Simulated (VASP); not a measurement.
A run of VASP 6.6.1 is set up as follows.

INCAR

```
PREC     = Accurate       # precision mode
ENCUT    = 520            # plane-wave cutoff, eV
EDIFF    = 1E-6           # SCF threshold, eV
ISMEAR   = 0              # smearing method
SIGMA    = 0.1            # smearing width, eV
LREAL    = F              # projectors in reciprocal space
LASPH    = T              # aspherical terms in the spheres
NELM     = 120            # most SCF steps
ALGO     = Normal         # electronic algorithm
ISIF     = 3              # what is computed and relaxed
LWAVE    = F              # write WAVECAR
LCHARG   = F              # write CHGCAR
GGA      = PE             # functional
IBRION   = 2              # ionic algorithm
NSW      = 90             # ionic steps
EDIFFG   = -0.01          # ionic threshold
```

The input KPOINTS:

```
Automatic mesh
0
Gamma
  16 16 16
```

The input POSCAR:

```
Sb
1.0
    0.0000000000      2.3050000000      2.3050000000
    2.3050000000      0.0000000000      2.3050000000
    2.3050000000      2.3050000000      0.0000000000
Sb
1
Direct
    0.0000000000      0.0000000000      0.0000000000
```

Potentials or basis: VASP PAW PBE potentials, release 64 (Sb).

Run with:

```bash
$ cat potpaw_PBE.64/Sb/POTCAR > POTCAR
$ mpirun -np 1 vasp_std > vasp.out
```

(1) Estimate the space group after relaxing (to 0.05 Å).

(2) Estimate the relaxed cell.

(3) What does it give for the relaxed volume?

(4) What does it give for the band gap on the k mesh?

Results:

(1) Fm-3m (No. 225).

(2) a = 3.385 Å, b = 3.385 Å, c = 3.385 Å, α = 60.00°, β = 60.00°, γ = 60.00°.

(3) 27.43 Å³/atom.

(4) none (metal or under the smearing width).

Caveat: the volume moved by +12 % from the deposited cell, more than functionals usually miss.
